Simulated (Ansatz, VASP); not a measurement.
**Two plane-wave programs on CdF2**

The input INCAR:

```
SYSTEM = CdF2
  PREC = Accurate
  ENCUT = 520
  EDIFF = 1E-7
  ISMEAR = 0
  SIGMA = 0.05
  LREAL = .False.
  LASPH = .True.
  NELM = 100
  ALGO = Normal
  ISIF = 2
  LWAVE = .False.
  LCHARG = .False.
  GGA = CA
  NBANDS = 20
```

Contents of KPOINTS:

```
regular mesh
0
Gamma
  8 8 8
  0 0 0
```

Contents of POSCAR:

```
CdF2
1.0
    0.0000000000      2.6488277134      2.6488277134
    2.6488277134      0.0000000000      2.6488277134
    2.6488277134      2.6488277134      0.0000000000
Cd F
1 2
Direct
    0.0081736668      0.0081736668      0.0081736668
    0.2500000000      0.2500000000      0.2500000000
    0.7500000000      0.7500000000      0.7500000000
```

Input for Ansatz:

```yaml
crystal:
  lattice:
    - [0.0, 2.6488277134, 2.6488277134]
    - [2.6488277134, 0.0, 2.6488277134]
    - [2.6488277134, 2.6488277134, 0.0]
  atoms:
    - { symbol: Cd, position: [0.0081736668, 0.0081736668, 0.0081736668] }
    - { symbol: F, position: [0.25, 0.25, 0.25] }
    - { symbol: F, position: [0.75, 0.75, 0.75] }
basis:
  ecutwfc: 420
kpoints:
  mp_grid: { grid: [8, 8, 8] }
hamiltonian:
  xc: lda
scf:
  occupations: { method: gaussian, width: 0.05 }
output:
  forces: true
  stress: true
  eigenvalues: true
```

Change from the starting cell: all Cd atoms moved +0.075 Å, as atom 1 along Cartesian [1 1 1].

Alike in both runs: task single point; functional LDA; k mesh 8 × 8 × 8; occupations gaussian, width 0.05 eV; no spin polarisation.

|  | VASP | Ansatz |
| --- | --- | --- |
| version | VASP 6.6.1 | Ansatz 0.2.0 |
| potentials or method | VASP PAW LDA potentials, release 64 (Cd, F) | scalar-relativistic, plane waves, PAW |
| plane-wave cutoff (eV) | 520 | 420 |
| valence electrons in the cell | 26 | 34 |

VASP gave:

```
gap on the k mesh at the Fermi level (eV)       : 2.98
least direct gap on the mesh (eV)               : 3.39
pressure (GPa)                                  : 1.6
largest component of the traceless stress (GPa) : 0.26
rms of the force components (eV/Å)              : 0.209
```

Estimate Ansatz's values.

gap on the k mesh at the Fermi level (eV): 3.00; least direct gap on the mesh (eV): 3.40; pressure (GPa): 0.3; largest component of the traceless stress (GPa): 0.24; rms of the force components (eV/Å): 0.186.

Atom by atom the forces differ by 0.023 eV/Å (rms over components). The two sets of potentials don't hold the same shells in valence.

A k mesh can miss the band edges.
